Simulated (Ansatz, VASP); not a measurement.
# Cross-check of PC214 between VASP and Ansatz

Wanted: the spread between two codes on one cell, functional and k mesh. The cell is taken from a series of runs on this material, whose earlier steps may have relaxed, scaled, displaced or heated it; both programs get it as it stands.

Method: plane waves, with VASP 6.6.1 beside it; single point at LDA, in Ansatz 0.2.0.

## 1. The starting structure

The cell holds 215 atoms: 214 C and 1 P. Its edges and angles: a = 10.595 Å, b = 10.595 Å, c = 10.595 Å, α = 90.0°, β = 90.0°, γ = 90.0°. It derives from C (C (Fd-3m)). Nearest the centre at fractional (0.375, 0.375, 0.375): P215 at 0.00 Å, C105 at 1.92 Å, C106 at 1.92 Å, C16 at 1.92 Å, C107 at 1.92 Å, C31 at 1.93 Å, C78 at 1.93 Å, C39 at 2.66 Å. The cell carries charge −1.

## 2. VASP: single point, LDA

A single point gives forces, pressure and levels at one fixed geometry, so differences don't come from the geometry; what else differs is listed under the comparison.

Lines of VASP's logs that name or quote its potential files are left out, and so is its time.

The input, INCAR:

```
SYSTEM = PC214
PREC = Accurate
ENCUT = 520
EDIFF = 1E-06
NELM = 120
ISMEAR = -1
SIGMA = 0.01
LREAL = Auto
ALGO = Normal
GGA = PW92
NELECT = 862
NBANDS = 581
LORBIT = 11
LWAVE = .FALSE.
LCHARG = .FALSE.
ISIF = 2
LASPH = .TRUE.
GGA_COMPAT = .FALSE.
EFERMI = MIDGAP
```

The input, POSCAR:

```
PC214
1.0
   10.5951880973      0.0000000000      0.0000000000
    0.0000000000     10.5951880973      0.0000000000
    0.0000000000      0.0000000000     10.5951880973
C P
214 1
Direct
    0.0006277641      0.0006280815      0.0004116211
    0.0018892269      0.1678799894      0.1676638276
[... 3 atom lines left out ...]
    0.0861655038      0.2520253439      0.2518099719
    0.2520245899      0.0861648694      0.2518092852
    0.2520254836      0.2520249730      0.0859493554
[... 3 atom lines left out ...]
    0.1706195264      0.1706197034      0.3358207183
[... 3 atom lines left out ...]
    0.2520247550      0.2520243625      0.4268715360
[... 10 atom lines left out ...]
    0.1706216383      0.3360367773      0.1704065711
[... 3 atom lines left out ...]
    0.2520252978      0.4270893845      0.2518084760
[... 1 atom line left out ...]
    0.0005867341      0.3340068207      0.3337916258
[... 1 atom line left out ...]
    0.1640701029      0.3327093311      0.5039448743
    0.1640690848      0.5041614871      0.3324927989
    0.0830477095      0.4171888773      0.4169733433
[... 1 atom line left out ...]
    0.2458051860      0.4172562559      0.5856811238
    0.2458047729      0.5858969228      0.4170408737
[... 3 atom lines left out ...]
    0.1645033484      0.5001213140      0.6683136361
[... 29 atom lines left out ...]
    0.3360364577      0.1706191114      0.1704036471
[... 3 atom lines left out ...]
    0.4270888321      0.2520241173      0.2518074287
[... 2 atom lines left out ...]
    0.3340071927      0.0005867679      0.3337914341
    0.3327097091      0.1640696624      0.5039449389
[... 1 atom line left out ...]
    0.5041613864      0.1640701713      0.3324942859
    0.4171890548      0.0830474400      0.4169733324
    0.4172571406      0.2458049591      0.5856817133
[... 1 atom line left out ...]
    0.5858977226      0.2458051329      0.4170424195
[... 3 atom lines left out ...]
    0.5001215187      0.1645022484      0.6683144496
[... 4 atom lines left out ...]
    0.3340073663      0.3340069406      0.0003705624
    0.3327109554      0.5041623709      0.1638531660
    0.5041624076      0.3327097458      0.1638542910
[... 1 atom line left out ...]
    0.4171898825      0.4171893654      0.0828309342
    0.4172575606      0.5858977684      0.2455890261
    0.5858972519      0.4172565819      0.2455910351
[... 1 atom line left out ...]
    0.3228782643      0.4979423507      0.4977262210
    0.4979430603      0.3228776048      0.4977287520
    0.4979434606      0.4979440516      0.3226631798
    0.4139300684      0.5793455331      0.5791294745
    0.5793478809      0.4139295892      0.5791317325
    0.5793471910      0.5793474654      0.4137144300
    0.3327779810      0.3327772025      0.6667036229
[... 2 atom lines left out ...]
    0.4979423523      0.4979414375      0.6635860009
    0.4159599693      0.4159593596      0.7491639532
[... 11 atom lines left out ...]
    0.3327775760      0.6669191613      0.3325615901
[... 1 atom line left out ...]
    0.4979416907      0.6638021752      0.4977257061
[... 1 atom line left out ...]
    0.4159597132      0.7493801756      0.4157438809
[... 43 atom lines left out ...]
    0.6669195255      0.3327776782      0.3325625223
    0.6638025901      0.4979418971      0.4977260820
[... 2 atom lines left out ...]
    0.7493807232      0.4159599395      0.4157438806
[... 35 atom lines left out ...]
    0.3749842085      0.3749863650      0.3747684605
```

The input, KPOINTS:

```
Automatic mesh
0
Gamma
1 1 1
0 0 0
```

PAW data sets: C and P (LDA family, release 64).

Command:

```console
$ export OMP_NUM_THREADS=3
$ mpirun -np 1 vasp_gam
```

What it wrote:

```text
[banner, memory and clock lines left out]
running    1 mpi-ranks, on    1 nodes
[...]
Offloading initialized ...    1 GPUs detected
[...]
|                                                                             |
|               ----> ADVICE to this user running VASP <----                  |
|                                                                             |
|     You enforced a specific xc type in the INCAR file but a different       |
|     [... a line on the potential file left out ...]
|     I HOPE YOU KNOW WHAT YOU ARE DOING!                                     |
|                                                                             |

 LDA part: xc-table for (Slater(with rela. corr.)+PW92), standard interpolation
 POSCAR, INCAR and KPOINTS ok, starting setup
[...]
entering main loop
       N       E                     dE             d eps       ncg     rms          rms(c)
DAV:   1     0.595647963394E+04    0.59565E+04   -0.52828E+05  1162   0.155E+03
DAV:   2    -0.166840516913E+04   -0.76249E+04   -0.71438E+04  1527   0.355E+02
DAV:   3    -0.223902982559E+04   -0.57062E+03   -0.56403E+03  1452   0.927E+01
DAV:   4    -0.225305490540E+04   -0.14025E+02   -0.13962E+02  1452   0.158E+01
DAV:   5    -0.225338282782E+04   -0.32792E+00   -0.32720E+00  1452   0.230E+00BRMIX: very serious problems
 the old and the new charge density differ
 old charge density:   861.00000 new  862.00000
    0.623E+01
DAV:   6    -0.218185841711E+04    0.71524E+02   -0.54692E+01  1364   0.880E+00    0.361E+01
DAV:   7    -0.215769676421E+04    0.24162E+02   -0.64242E+01  1348   0.959E+00    0.782E+00
DAV:   8    -0.215763655199E+04    0.60212E-01   -0.23420E+00  1404   0.195E+00    0.239E+00
DAV:   9    -0.215763041143E+04    0.61406E-02   -0.11277E-01  1436   0.473E-01    0.376E-01
DAV:  10    -0.215762972187E+04    0.68956E-03   -0.81970E-03  1404   0.128E-01    0.129E-01
DAV:  11    -0.215762975347E+04   -0.31603E-04   -0.99760E-04  1492   0.494E-02    0.447E-02
DAV:  12    -0.215762977069E+04   -0.17217E-04   -0.15655E-04  1436   0.172E-02    0.298E-02
DAV:  13    -0.215762977204E+04   -0.13467E-05   -0.18393E-05  1428   0.664E-03    0.117E-02
DAV:  14    -0.215762977161E+04    0.43077E-06   -0.43359E-06  1252   0.282E-03
   1 F= -.21576298E+04 E0= -.21576298E+04  d E =0.000000E+00
```

Parts of OUTCAR (step 2):

```text
  FREE ENERGIE OF THE ION-ELECTRON SYSTEM (eV)
  ---------------------------------------------------
  free  energy   TOTEN  =     -2157.6297716054 eV

  energy  without entropy=    -2157.6297716054  energy(sigma->0) =    -2157.62977161
```

The run ends at a pressure of 3.56 GPa, with forces up to 0.050 eV/Å.

## 3. Ansatz: single point, LDA

Ansatz runs on its default PAW (the set named soft_2) files.

The same cell, functional (in two slightly different forms), mesh and smearing now go to Ansatz.

The input, input.yaml:

```yaml
crystal:
  checkpoint: "../qm1.relax_smeared.run"
  host: checkpoint
total_charge: -1
basis:
  ecutwfc: 420
  xc_grid: 2
hamiltonian:
  xc: lda
kpoints:
  mp_grid: { grid: [1, 1, 1] }
scf:
  occupations: { method: fermi_dirac, width: 0.01 }
  max_iter: 60
output:
  forces: true
  eigenvalues: true
  charged_corrections:
    epsilon: 5.84
    static_epsilon: 5.84
    defect_position: [0.375, 0.375, 0.375]
  eigenstates: { localisation: true }
  populations: true
  band_densities: [{ bands: [v1, v1] }, { bands: [c1, c1] }]
  write_density: true
  write_potential: true
  volumetric_format: npy
checkpoint:
  write: "../qm1.point.run"
  compress: false
  write_wavefunctions: false
  write_every: 100000
```

Command:

```console
$ ansatz run input.yaml --threads 12 --pin off --max-ram 56524MiB --backend cuda --events-out ev --progress --plain --runs-dir out
```

What it wrote:

```text
Warning: the atoms were moved onto the symmetric positions of the space group found under crystal.symmetry.tolerance 1.0e-5 (fractional; no operation is sought that the atoms, as they stand in a round [...]
[...]
SCF 1 converged in 7 iterations: F = -52705.356708 eV  dr2 = 2.96e-8
[...]
SCF converged after 7 iterations
[...]
spilling = 0.003400 (of n_electrons = 862.000000)
--- Band densities, each state counted as filled ---
[...]
```

## 4. Differences

Known differences besides the potentials themselves: the two LDA forms differ slightly; the cutoff is 420 eV in Ansatz and 520 eV in VASP (PREC = Accurate, projectors in real space); VASP's log shows a relativistic correction to its local exchange, Ansatz's none. Total energies have different zeros and are not compared.

Compared:

```csv
quantity,Ansatz,VASP,difference
gap on the k mesh (eV),3.517,3.512,+0.004
```

At this near-relaxed geometry the largest component of a force difference is 31 meV/Å. A gap on the mesh is an upper bound, since the band edges may lie between its points. The cell carries a charge of -1 e against a uniform background, so its pressure also hangs on how the neutralising background is counted, and in a defect's cell a gap may be the spacing between its levels.

## 5. What came out

```yaml
difference_in_gap_on_the_k_mesh_single_point_lda: 0.0044 eV
r_m_s_force_difference_single_point_lda: 6.0 meV/Å
```

In words: The r.m.s. force difference is 6.0 meV/Å (single point, LDA), within the 12 meV/Å picked in this series as the mark of a large difference. How closely two codes agree says nothing of how well the functional describes the real material.

[Lines on the potential files, build, host, timing and source positions are cut from VASP's logs without a mark.]

[Logs are printed without paths, hosts, clocks, repeated set-up lines and the standing remarks that a program may print on its own settings, such as how far it seeks lower states.]

[Hosts, paths, dates, database ids (printed as entryN), source tags and the programs' standing remarks are cut or masked in the printed files.]
